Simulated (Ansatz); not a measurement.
# BAs: the cost of one run

Program: Ansatz 0.2.0. Level of theory: DFT PBEsol, scalar-relativistic, plane waves, PAW. These are calculated values, not measurements.

1 further run of the same task is left out (set aside as unsound or not needed).

## (1) Starting point

The structure is cubic, space group F-43m (No. 216). Conventional cell: a = 4.768 Å, b = 4.768 Å, c = 4.768 Å, α = 90.00°, β = 90.00°, γ = 90.00°. Around B (site symmetry -43m) lie 4 As at 2.06 Å. Around As (site symmetry -43m) lie 4 B at 2.06 Å.

As a file:

```xyz
2
Lattice="0.0000 2.3839 2.3839 2.3839 0.0000 2.3839 2.3839 2.3839 0.0000" Properties=species:S:1:pos:R:3 pbc="T T T"
B     0.0000    0.0000    0.0000
As    1.1920    1.1920    1.1920
```

This cell was relaxed beforehand with the same method: volume 13.55 Å³/atom, gap on the mesh 1.08 eV.

## (2) Tight relaxation for the response runs

Response functions are second derivatives at a minimum, so forces and stress are first brought close to zero on the mesh and occupations that the response runs use.

input.yaml reads:

```yaml
crystal:
  lattice:
    - [0.0, 2.3839378997, 2.3839378997]
    - [2.3839378997, 0.0, 2.3839378997]
    - [2.3839378997, 2.3839378997, 0.0]
  atoms:
    - { symbol: B, position: [0.0, 0.0, 0.0] }
    - { symbol: As, position: [0.25, 0.25, 0.25] }
basis:
  ecutwfc: 420
kpoints:
  mp_grid: { grid: [12, 12, 12] }
hamiltonian:
  xc: pbesol
scf:
  occupations: { method: fixed }
output:
  forces: true
  stress: true
  eigenvalues: true
relax:
  adjacent_minimum: "off"
  f_tol: 0.001
  max_steps: 60
  cell: { stress_tol: 0.01 }
```

Started as:

```sh
> ansatz run input.yaml --threads 1 --pin off --max-ram 2560MiB --backend cpu --events-out ev --progress --plain --runs-dir out
```

Q: Estimate wall time and peak memory on 1 thread of Arm Neoverse V1, shared host.

About 6.8 s, with a peak of 0.31 GiB.
